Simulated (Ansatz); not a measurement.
# Te (Tellurium): the cost of one run

Program: Ansatz 0.2.0. Level of theory: DFT PBE+D3(BJ), scalar-relativistic, plane waves, PAW. These are calculated values, not measurements.

The COD entry's cell or inner coordinates are ideal or old and differ from later refinements, so a difference from it is no clean test against experiment.

2 further runs of the same task are left out: 2 set aside as unsound or not needed.

## (1) The starting structure

Symmetry: P3_121, No. 152, trigonal system. Conventional cell: a = 4.317 Å, b = 4.317 Å, c = 5.969 Å, α = 90.00°, β = 90.00°, γ = 120.00°. Around Te (site symmetry 2) lie 6 Te at 2.91 to 3.35 Å.

Structure file:

```cif
data_structure
_symmetry_space_group_name_H-M 'P3_121'
_symmetry_Int_Tables_number 152
_cell_length_a 4.3166
_cell_length_b 4.3166
_cell_length_c 5.9691
_cell_angle_alpha 90.000
_cell_angle_beta 90.000
_cell_angle_gamma 120.000
_cell_volume 96.32
loop_
_atom_site_label
_atom_site_type_symbol
_atom_site_symmetry_multiplicity
_atom_site_Wyckoff_symbol
_atom_site_fract_x
_atom_site_fract_y
_atom_site_fract_z
_atom_site_occupancy
Te1 Te 3 a 0.28475 0.00000 0.33333 1
```

This cell was relaxed beforehand with the same method: volume 32.11 Å³/atom, gap on the mesh none (metal).

## (2) Electronic structure at the relaxed geometry

input.yaml

```yaml
crystal:
  lattice:
    - [4.3165953902, 0.0, 0.0]
    - [-2.1582976951, 3.7382812658, 0.0]
    - [0.0, 0.0, 5.9691302701]
  atoms:
    - { symbol: Te, position: [0.2847541132, 0.0, 0.3333333333] }
    - { symbol: Te, position: [0.0, 0.2847541132, 0.6666666667] }
    - { symbol: Te, position: [0.7152458868, 0.7152458868, 0.0] }
basis:
  ecutwfc: 420
kpoints:
  mp_grid: { grid: [12, 12, 8] }
  band_path:
    path:
      - [[0.0, 0.0, 0.0], [0.5, 0.0, 0.0], [0.33333333, 0.33333333, 0.0], [0.0, 0.0, 0.0], [0.0, 0.0, 0.5], [0.5, 0.0, 0.5], [0.33333333, 0.33333333, 0.5], [0.0, 0.0, 0.5]]
      - [[0.5, 0.0, 0.5], [0.5, 0.0, 0.0]]
      - [[0.33333333, 0.33333333, 0.5], [0.33333333, 0.33333333, 0.0]]
    npoints: 14
hamiltonian:
  xc: pbe
  dispersion: d3bj
scf:
  occupations: { method: gaussian, width: 0.1 }
  n_extra_bands: 7
output:
  forces: true
  stress: true
  eigenvalues: true
  populations: true
  dos: { projected: true, de: 0.02, nscf_kmesh: { grid: [18, 18, 12] } }
  bader: true
  write_density: true
  write_potential: true
  elf: true
  volumetric_format: npy
```

The run is started by

```bash
$ ansatz run input.yaml --threads 2 --pin off --max-ram 5120MiB --backend cpu --events-out ev --progress --plain --runs-dir out
```

Q: Estimate wall time and peak memory on 2 threads of Intel Xeon 6975P-C (Granite Rapids), shared host.

About 34 s, with a peak of 0.94 GiB.
